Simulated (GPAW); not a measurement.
# InP (F-43m) in GPAW: notebook

One crystal, InP, is run at these levels: PBE, LDA, PBEsol; tasks: relaxation of cell and atoms.

Program: GPAW 26.7.0. These are calculated values, not measurements. Logs are shortened: lines on timing, memory, paths and dates and some standing lists are left out, and cuts for length are marked. The log counts tension as positive stress, the text compression.

### Step 1. Starting point

Symmetry: F-43m, No. 216, cubic system. Conventional cell: a = 5.861 Å, b = 5.861 Å, c = 5.861 Å, α = 90.00°, β = 90.00°, γ = 90.00°. In (site symmetry -43m) has 4 P at 2.54 Å as nearest neighbours. P (site symmetry -43m) has 4 In at 2.54 Å as nearest neighbours.

### Step 2. Relaxation of cell and atoms, PBE

Contents of run.py:

```python
from ase.filters import FrechetCellFilter
from ase.io import read, write
from ase.optimize import BFGS
from gpaw import GPAW, PW

atoms = read('InP.xyz')

calc = GPAW(mode=PW(600),
            xc='PBE',
            kpts={'size': (8, 8, 8), 'gamma': True},
            occupations={'name': 'fermi-dirac', 'width': 0.05},
            nbands=18,
            convergence={'density': 1e-05, 'forces': 0.0001},
            maxiter=150,
            txt='gpaw.txt')
atoms.calc = calc
opt = BFGS(FrechetCellFilter(atoms), trajectory='relax.traj', logfile='-')
done = opt.run(fmax=0.02, steps=60)
calc.write('gs.gpw')
write('result.traj', atoms)
print('Converged:', done)
print('Cell:', atoms.cell.cellpar().round(4))
print('Volume:', round(atoms.get_volume(), 4))
print(atoms.get_scaled_positions().round(5))
```

Contents of InP.xyz:

```xyz
2
Lattice="0.0000000000 2.9305000000 2.9305000000 2.9305000000 0.0000000000 2.9305000000 2.9305000000 2.9305000000 0.0000000000" Properties=species:S:1:pos:R:3 pbc="T T T"
In     0.0000000000      0.0000000000      0.0000000000
P      4.3957500000      4.3957500000      4.3957500000
```

Potentials or basis: GPAW PAW data sets (gpaw-data 1.2.1), pw.

Started as:

```sh
> OMP_NUM_THREADS=1 python run.py
```

gpaw.txt:

```text
__  _  _
 | _ |_)|_||  |
 |__||  | ||/\| - 26.7.0

Input parameters:
  mode=PW(ecut=600.0),
  convergence={'density': 1e-05, 'forces': 0.0001},
  kpts=MonkhorstPack(size=(8, 8, 8), gamma=True),
  maxiter=150,
  nbands=18,
  occupations=Occupations(name='fermi-dirac', width=0.05),
  xc=XC(name='PBE')

Diagonalizing LCAO Hamiltonian
Converting LCAO to pw mode

                     P

       In

Atoms  # Å, Bohr magnetons
|   | symbol |        x |        y |        z |    initial magnetic moments |
|---|--------|----------|----------|----------|-----------------------------|
| 0 |     In | 0.000000 | 0.000000 | 0.000000 | ( 0.0000,  0.0000,  0.0000) |
| 1 |      P | 4.395750 | 4.395750 | 4.395750 | ( 0.0000,  0.0000,  0.0000) |

Unit cell  # Å
| periodic |        x |        y |        z |  lengths |    angles |
|----------|----------|----------|----------|----------|-----------|
|      yes | 0.000000 | 2.930500 | 2.930500 | 4.144353 | 60.000000 |
|      yes | 2.930500 | 0.000000 | 2.930500 | 4.144353 | 60.000000 |
|      yes | 2.930500 | 2.930500 | 0.000000 | 4.144353 | 60.000000 |

Number of symmetries: 24
Symmetry operations  # r_c * U_cc + t_c -> r_c
|    | kind |            matrix            |
|----|------|------------------------------|
|  0 |  E   |  1, 0, 0,  0, 1, 0,  0, 0, 1 |
|  1 |  σ   |  1, 0, 0,  0, 0, 1,  0, 1, 0 |
|  2 |  σ   |  1, 0,-1,  0, 1,-1,  0, 0,-1 |
|  3 |  C3  |  1, 0,-1,  0, 0,-1,  0, 1,-1 |
|  4 |  C3  |  1,-1, 0,  0,-1, 1,  0,-1, 0 |
|  5 |  σ   |  1,-1, 0,  0,-1, 0,  0,-1, 1 |
|  6 |  σ   |  0, 1, 0,  1, 0, 0,  0, 0, 1 |
|  7 |  C3  |  0, 1, 0,  0, 0, 1,  1, 0, 0 |
|  8 |  C2  |  0, 1,-1,  1, 0,-1,  0, 0,-1 |
|  9 |  S4  |  0, 1,-1,  0, 0,-1,  1, 0,-1 |
| 10 |  C3  |  0, 0, 1,  1, 0, 0,  0, 1, 0 |
| 11 |  σ   |  0, 0, 1,  0, 1, 0,  1, 0, 0 |
| 12 |  S4  |  0, 0,-1,  1, 0,-1,  0, 1,-1 |
| 13 |  C3  |  0, 0,-1,  0, 1,-1,  1, 0,-1 |
| 14 |  S4  |  0,-1, 1,  1,-1, 0,  0,-1, 0 |
| 15 |  C2  |  0,-1, 1,  0,-1, 0,  1,-1, 0 |
| 16 |  C3  |  0,-1, 0,  1,-1, 0,  0,-1, 1 |
| 17 |  S4  |  0,-1, 0,  0,-1, 1,  1,-1, 0 |
| 18 |  S4  | -1, 1, 0, -1, 0, 1, -1, 0, 0 |
| 19 |  C3  | -1, 1, 0, -1, 0, 0, -1, 0, 1 |
| 20 |  C3  | -1, 0, 1, -1, 1, 0, -1, 0, 0 |
| 21 |  S4  | -1, 0, 1, -1, 0, 0, -1, 1, 0 |
| 22 |  σ   | -1, 0, 0, -1, 1, 0, -1, 0, 1 |
| 23 |  C2  | -1, 0, 0, -1, 0, 1, -1, 1, 0 |
[... 170 lines left out ...]
|          1 |        -9.182 |     2.000 |
|          2 |        -9.182 |     2.000 |
|          3 |        -9.028 |     2.000 |
|          4 |        -9.028 |     2.000 |
|          5 |        -6.605 |     2.000 |
[... 10 lines left out ...]
|         16 |        16.132 |     0.000 |
|         17 |        16.132 |     0.000 |

Gap: 0.711 eV
Transition (v -> c):
  (s=0, k=0, n=8, [0.00, 0.00, 0.00]) -> (s=0, k=0, n=9, [0.00, 0.00, 0.00])
No difference between direct/indirect transitions

Stress tensor  # eV/Ang^3
|         x |         y |         z |
|-----------|-----------|-----------|
| -0.019000 |  0.000000 |  0.000000 |
|  0.000000 | -0.019000 |  0.000000 |
|  0.000000 |  0.000000 | -0.019000 |

Forces  # eV/Ang
|        x |       y |       z |
|----------|---------|---------|
| -0.00000 | 0.00000 | 0.00000 |  # In   0
|  0.00000 | 0.00000 | 0.00000 |  # P    1

Interpolating wave functions to new cell

                     P

       In

Atoms  # Å, Bohr magnetons
|   | symbol |         x |        y |        z |    initial magnetic moments |
|---|--------|-----------|----------|----------|-----------------------------|
| 0 |     In | -0.000000 | 0.000000 | 0.000000 | ( 0.0000,  0.0000,  0.0000) |
| 1 |      P |  4.410789 | 4.410789 | 4.410789 | ( 0.0000,  0.0000,  0.0000) |

Unit cell  # Å
| periodic |        x |         y |         z |  lengths |    angles |
|----------|----------|-----------|-----------|----------|-----------|
|      yes | 0.000000 |  2.940526 |  2.940526 | 4.158532 | 60.000000 |
|      yes | 2.940526 | -0.000000 |  2.940526 | 4.158532 | 60.000000 |
|      yes | 2.940526 |  2.940526 | -0.000000 | 4.158532 | 60.000000 |

Number of symmetries: 24
Symmetry operations  # r_c * U_cc + t_c -> r_c
|    | kind |            matrix            |
|----|------|------------------------------|
|  0 |  E   |  1, 0, 0,  0, 1, 0,  0, 0, 1 |
|  1 |  σ   |  1, 0, 0,  0, 0, 1,  0, 1, 0 |
|  2 |  σ   |  1, 0,-1,  0, 1,-1,  0, 0,-1 |
|  3 |  C3  |  1, 0,-1,  0, 0,-1,  0, 1,-1 |
|  4 |  C3  |  1,-1, 0,  0,-1, 1,  0,-1, 0 |
|  5 |  σ   |  1,-1, 0,  0,-1, 0,  0,-1, 1 |
|  6 |  σ   |  0, 1, 0,  1, 0, 0,  0, 0, 1 |
|  7 |  C3  |  0, 1, 0,  0, 0, 1,  1, 0, 0 |
|  8 |  C2  |  0, 1,-1,  1, 0,-1,  0, 0,-1 |
|  9 |  S4  |  0, 1,-1,  0, 0,-1,  1, 0,-1 |
| 10 |  C3  |  0, 0, 1,  1, 0, 0,  0, 1, 0 |
| 11 |  σ   |  0, 0, 1,  0, 1, 0,  1, 0, 0 |
| 12 |  S4  |  0, 0,-1,  1, 0,-1,  0, 1,-1 |
| 13 |  C3  |  0, 0,-1,  0, 1,-1,  1, 0,-1 |
| 14 |  S4  |  0,-1, 1,  1,-1, 0,  0,-1, 0 |
| 15 |  C2  |  0,-1, 1,  0,-1, 0,  1,-1, 0 |
| 16 |  C3  |  0,-1, 0,  1,-1, 0,  0,-1, 1 |
| 17 |  S4  |  0,-1, 0,  0,-1, 1,  1,-1, 0 |
| 18 |  S4  | -1, 1, 0, -1, 0, 1, -1, 0, 0 |
| 19 |  C3  | -1, 1, 0, -1, 0, 0, -1, 0, 1 |
| 20 |  C3  | -1, 0, 1, -1, 1, 0, -1, 0, 0 |
| 21 |  S4  | -1, 0, 1, -1, 0, 0, -1, 1, 0 |
| 22 |  σ   | -1, 0, 0, -1, 1, 0, -1, 0, 1 |
| 23 |  C2  | -1, 0, 0, -1, 0, 1, -1, 1, 0 |
[... 169 lines left out ...]
|          1 |        -9.270 |     2.000 |
|          2 |        -9.270 |     2.000 |
|          3 |        -9.121 |     2.000 |
|          4 |        -9.121 |     2.000 |
|          5 |        -6.644 |     2.000 |
[... 10 lines left out ...]
|         16 |        16.000 |     0.000 |
|         17 |        16.000 |     0.000 |

Gap: 0.655 eV
Transition (v -> c):
  (s=0, k=0, n=8, [0.00, 0.00, 0.00]) -> (s=0, k=0, n=9, [0.00, 0.00, 0.00])
No difference between direct/indirect transitions

Stress tensor  # eV/Ang^3
|         x |         y |         z |
|-----------|-----------|-----------|
| -0.014356 |  0.000000 |  0.000000 |
|  0.000000 | -0.014356 |  0.000000 |
|  0.000000 |  0.000000 | -0.014356 |

Forces  # eV/Ang
|        x |       y |        z |
|----------|---------|----------|
| -0.00000 | 0.00000 | -0.00000 |  # In   0
| -0.00000 | 0.00000 | -0.00000 |  # P    1

Interpolating wave functions to new cell

                     P

       In

Atoms  # Å, Bohr magnetons
|   | symbol |         x |         y |         z |    initial magnetic moments |
|---|--------|-----------|-----------|-----------|-----------------------------|
| 0 |     In | -0.000000 | -0.000000 | -0.000000 | ( 0.0000,  0.0000,  0.0000) |
| 1 |      P |  4.459650 |  4.459650 |  4.459650 | ( 0.0000,  0.0000,  0.0000) |

Unit cell  # Å
| periodic |         x |         y |         z |  lengths |    angles |
|----------|-----------|-----------|-----------|----------|-----------|
|      yes | -0.000000 |  2.973100 |  2.973100 | 4.204598 | 60.000000 |
|      yes |  2.973100 | -0.000000 |  2.973100 | 4.204598 | 60.000000 |
|      yes |  2.973100 |  2.973100 | -0.000000 | 4.204598 | 60.000000 |

Number of symmetries: 24
Symmetry operations  # r_c * U_cc + t_c -> r_c
|    | kind |            matrix            |
|----|------|------------------------------|
|  0 |  E   |  1, 0, 0,  0, 1, 0,  0, 0, 1 |
|  1 |  σ   |  1, 0, 0,  0, 0, 1,  0, 1, 0 |
|  2 |  σ   |  1, 0,-1,  0, 1,-1,  0, 0,-1 |
|  3 |  C3  |  1, 0,-1,  0, 0,-1,  0, 1,-1 |
|  4 |  C3  |  1,-1, 0,  0,-1, 1,  0,-1, 0 |
|  5 |  σ   |  1,-1, 0,  0,-1, 0,  0,-1, 1 |
|  6 |  σ   |  0, 1, 0,  1, 0, 0,  0, 0, 1 |
|  7 |  C3  |  0, 1, 0,  0, 0, 1,  1, 0, 0 |
|  8 |  C2  |  0, 1,-1,  1, 0,-1,  0, 0,-1 |
|  9 |  S4  |  0, 1,-1,  0, 0,-1,  1, 0,-1 |
| 10 |  C3  |  0, 0, 1,  1, 0, 0,  0, 1, 0 |
| 11 |  σ   |  0, 0, 1,  0, 1, 0,  1, 0, 0 |
| 12 |  S4  |  0, 0,-1,  1, 0,-1,  0, 1,-1 |
| 13 |  C3  |  0, 0,-1,  0, 1,-1,  1, 0,-1 |
| 14 |  S4  |  0,-1, 1,  1,-1, 0,  0,-1, 0 |
| 15 |  C2  |  0,-1, 1,  0,-1, 0,  1,-1, 0 |
| 16 |  C3  |  0,-1, 0,  1,-1, 0,  0,-1, 1 |
| 17 |  S4  |  0,-1, 0,  0,-1, 1,  1,-1, 0 |
| 18 |  S4  | -1, 1, 0, -1, 0, 1, -1, 0, 0 |
| 19 |  C3  | -1, 1, 0, -1, 0, 0, -1, 0, 1 |
| 20 |  C3  | -1, 0, 1, -1, 1, 0, -1, 0, 0 |
| 21 |  S4  | -1, 0, 1, -1, 0, 0, -1, 1, 0 |
| 22 |  σ   | -1, 0, 0, -1, 1, 0, -1, 0, 1 |
| 23 |  C2  | -1, 0, 0, -1, 0, 1, -1, 1, 0 |
[... 170 lines left out ...]
|          1 |        -9.552 |     2.000 |
|          2 |        -9.552 |     2.000 |
|          3 |        -9.418 |     2.000 |
|          4 |        -9.418 |     2.000 |
|          5 |        -6.767 |     2.000 |
[... 10 lines left out ...]
|         16 |        15.582 |     0.000 |
|         17 |        15.582 |     0.000 |

Gap: 0.476 eV
Transition (v -> c):
  (s=0, k=0, n=8, [0.00, 0.00, 0.00]) -> (s=0, k=0, n=9, [0.00, 0.00, 0.00])
No difference between direct/indirect transitions

Stress tensor  # eV/Ang^3
|         x |         y |         z |
|-----------|-----------|-----------|
| -0.000757 | -0.000000 | -0.000000 |
| -0.000000 | -0.000757 | -0.000000 |
| -0.000000 | -0.000000 | -0.000757 |

Forces  # eV/Ang
|        x |        y |       z |
|----------|----------|---------|
| -0.00000 |  0.00000 | 0.00000 |  # In   0
| -0.00000 | -0.00000 | 0.00000 |  # P    1

# Writing to gs.gpw (mode='')
```

Run time: 49 s. Hardware: 1 thread of Arm Neoverse V1, shared host; peak memory 0.19 GiB.

Results:

```yaml
Free_energy: -8.6343 eV
Relaxed_volume: 26.28 Å³/atom
Relaxed_cell: a = 4.205 Å, b = 4.205 Å, c = 4.205 Å, α = 60.00°, β = 60.00°, γ = 60.00°
Space_group_after_relaxing_to_0.05_Å: F-43m (No. 216)
Energy_gained_by_relaxing: 10.9 meV/atom
Ionic_steps: 3
Pressure_after_relaxing: 0.1 GPa
Band_gap_on_the_k_mesh: 0.48 eV, direct
```

The path:
```csv
step,energy change (eV),largest force (eV/Å),pressure (GPa),volume (Å³)
1,0.0000,0.0000,3.04,50.33
2,-0.0088,0.0000,2.30,50.85
3,-0.0218,0.0000,0.12,52.56
```

Final structure:
```
CELL_PARAMETERS angstrom
0.00000 2.97310 2.97310
2.97310 0.00000 2.97310
2.97310 2.97310 0.00000
ATOMIC_POSITIONS crystal
In 0.00000 0.00000 0.00000
P 0.75000 0.75000 0.75000
```

Caveat: later steps reuse the first step's grids; spin-orbit coupling is left out, which moves the levels of the heavy elements.

### Step 3. Relaxation of cell and atoms, LDA

Changes to run.py since step 2:

```diff
@@ -8,3 +8,3 @@
 calc = GPAW(mode=PW(600),
-            xc='PBE',
+            xc='LDA',
             kpts={'size': (8, 8, 8), 'gamma': True},
@@ -17,3 +17,3 @@
 opt = BFGS(FrechetCellFilter(atoms), trajectory='relax.traj', logfile='-')
-done = opt.run(fmax=0.02, steps=60)
+done = opt.run(fmax=0.01, steps=40)
 calc.write('gs.gpw')
```

InP.xyz is that of step 2.

Potentials or basis: the program's PAW data sets (release 1.2.1) made for this functional, pw.

Started as:

```sh
> OMP_NUM_THREADS=1 python run.py
```

It took 45 s on 1 thread of Arm Neoverse V1, shared host; peak memory 0.19 GiB.

Results (log left out):

- Free energy: -9.9136 eV
- Relaxed volume: 24.62 Å³/atom
- Relaxed cell: a = 4.114 Å, b = 4.114 Å, c = 4.114 Å, α = 60.00°, β = 60.00°, γ = 60.00°
- Space group after relaxing (to 0.05 Å): F-43m (No. 216)
- Energy gained by relaxing: 2.4 meV/atom
- Ionic steps: 3
- Pressure after relaxing: 0.0 GPa
- Band gap on the k mesh: 0.60 eV, direct

Step by step:
| step | energy change (eV) | largest force (eV/Å) | pressure (GPa) | volume (Å³) |
| --- | --- | --- | --- | --- |
| 1 | 0.0000 | 0.0000 | -1.48 | 50.33 |
| 2 | -0.0020 | 0.0000 | -1.15 | 50.08 |
| 3 | -0.0048 | 0.0000 | 0.03 | 49.23 |

Final structure:
```xyz
2
Lattice="0.0000 2.9090 2.9090 2.9090 0.0000 2.9090 2.9090 2.9090 0.0000" Properties=species:S:1:pos:R:3 pbc="T T T"
In    0.0000    0.0000    0.0000
P     4.3635    4.3635    4.3635
```

Levels at points of the mesh, in eV from the valence-band top:
| k point | band 6 | band 7 | band 8 | band 9 | band 10 | band 11 | band 12 | band 13 |
| --- | --- | --- | --- | --- | --- | --- | --- | --- |
| (0.00, 0.00, 0.00) | -11.72 | 0.00 | 0.00 | 0.00 | 0.60 | 3.93 | 3.93 | 3.93 |
| (0.50, 0.50, 0.00) | -9.19 | -5.97 | -2.45 | -2.45 | 1.56 | 2.12 | 9.12 | 9.54 |
| (0.50, 0.50, 0.50) | -9.88 | -5.97 | -1.03 | -1.03 | 1.36 | 4.69 | 4.69 | 6.94 |

Caveat: later steps reuse the first step's grids; spin-orbit coupling is left out, which moves the levels of the heavy elements.

(Continued in part 2 of 2.)
